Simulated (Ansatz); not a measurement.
# What a trial cell of B relaxes into

Method: DFT PBE, scalar-relativistic, plane waves, PAW in Ansatz 0.2.0. Cutoff 420 eV, Γ-centred k mesh, Gaussian smearing, no spin polarisation in the final step.

B was placed on the iodine structure type (Cmce, No. 64), at a guessed volume.

```yaml
crystal:
  lattice:
    - [2.01833, -1.33396, 0.00000]
    - [2.01833, 1.33396, 0.00000]
    - [0.00000, 0.00000, 5.44155]
  atoms:
    - { symbol: B, position: [0.85000, 0.15000, 0.11700] }
    - { symbol: B, position: [0.65000, 0.35000, 0.61700] }
    - { symbol: B, position: [0.15000, 0.85000, 0.88300] }
    - { symbol: B, position: [0.35000, 0.65000, 0.38300] }
```

Cell and atoms relax at zero pressure; the relaxation can't lower the symmetry of the start. After a coarse first stage the cell is made exact in the group found at 0.06 Å.

Energies count from the standard state of B at the same level.

(1) Which crystal results?

(2) What are its volume, energy, density and gap?

Results:

(1) It ends in Fmmm (No. 69). Conventional cell: a = 2.954 Å, b = 3.406 Å, c = 5.401 Å. Around B lie 3 B at 1.70–1.79 Å and 2 B at 1.98 Å.

```cif
data_structure
_symmetry_space_group_name_H-M 'Fmmm'
_symmetry_Int_Tables_number 69
_cell_length_a 2.9537
_cell_length_b 3.4060
_cell_length_c 5.4007
_cell_angle_alpha 90.000
_cell_angle_beta 90.000
_cell_angle_gamma 90.000
_cell_volume 54.33
loop_
_atom_site_label
_atom_site_type_symbol
_atom_site_symmetry_multiplicity
_atom_site_Wyckoff_symbol
_atom_site_fract_x
_atom_site_fract_y
_atom_site_fract_z
_atom_site_occupancy
B1 B 8 i 0.00000 0.00000 0.15696 1
```

(2) The volume per atom is 6.79 Å³. The density is 2.64 g/cm³. The energy over the standard structure is 0.58 eV/atom. The gap on the 26×26×26 mesh is 0 eV (a metal).

The final run used a 26×26×26 mesh on its 2-atom cell and 0.10 eV smearing. The k mesh leaves about 4 meV/atom of noise in metals. A later test with randomly moved atoms lowered the energy by 317 meV/atom on a coarse mesh, so it isn't stable against such moves and is likely a saddle point held by symmetry. The steps took about 3 core-minutes in all.